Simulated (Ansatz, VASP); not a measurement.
# One calculation of Ba, two programs

The input INCAR:

```
PREC = Accurate
ENCUT = 520
EDIFF = 1E-8
ISMEAR = -1
SIGMA = 0.05
LREAL = False
LASPH = True
NELM = 60
ALGO = Normal
ISIF = 2
LWAVE = False
LCHARG = False
GGA = PS
LEFG = True
NBANDS = 11
```

KPOINTS

```
Automatic mesh
0
Gamma
  10 10 10
```

POSCAR

```
Ba
1.0
   -2.5165567739      2.5165567739      2.5165567739
    2.5165567739     -2.5165567739      2.5165567739
    2.5165567739      2.5165567739     -2.5165567739
Ba
1
Direct
    0.0000000000      0.0000000000      0.0000000000
```

Input for Ansatz:

```yaml
crystal:
  lattice:
    - [-2.5165567739, 2.5165567739, 2.5165567739]
    - [2.5165567739, -2.5165567739, 2.5165567739]
    - [2.5165567739, 2.5165567739, -2.5165567739]
  atoms:
    - { symbol: Ba, position: [0.0, 0.0, 0.0] }
kpoints:
  mp_grid: { grid: [10, 10, 10] }
scf:
  occupations: { method: fermi_dirac, width: 0.05 }
hamiltonian:
  xc: pbesol
  pseudopotentials: { kind: paw }
output:
  forces: true
  stress: true
  eigenvalues: true
  efg: { contact_densities: true }
  write_density: true
  write_potential: true
  elf: true
  volumetric_format: npy
```

Change from the starting cell: volume scaled by 1.02, PAW files.

Alike in both runs: task electric field gradients; functional PBEsol; k mesh 10 × 10 × 10; occupations fermi-dirac, width 0.05 eV; no spin polarisation.

|  | VASP | Ansatz |
| --- | --- | --- |
| version | VASP 6.6.1 | Ansatz 0.2.0 |
| potentials or method | VASP PAW PBE potentials, release 64 (Ba_sv) | PAW with Ansatz's default frozen-core files, scalar-relativistic |
| plane-wave cutoff (eV) | 520 | 420 |
| valence electrons in the cell | 10 | 10 |

```tsv
	VASP	Ansatz	Ansatz less VASP
pressure (GPa)	-0.7	-0.7	-0.05
Vzz of the field gradient on the site that differs most (V/Å²)	0.0	0.0	0.00
```

Ansatz warned: «gradients_without_spin_orbit».

Caveats: the PAW data sets were made with another functional, which shifts forces and pressure a little (VASP). The runs have no spin-orbit coupling, so splittings on Ba are missing.
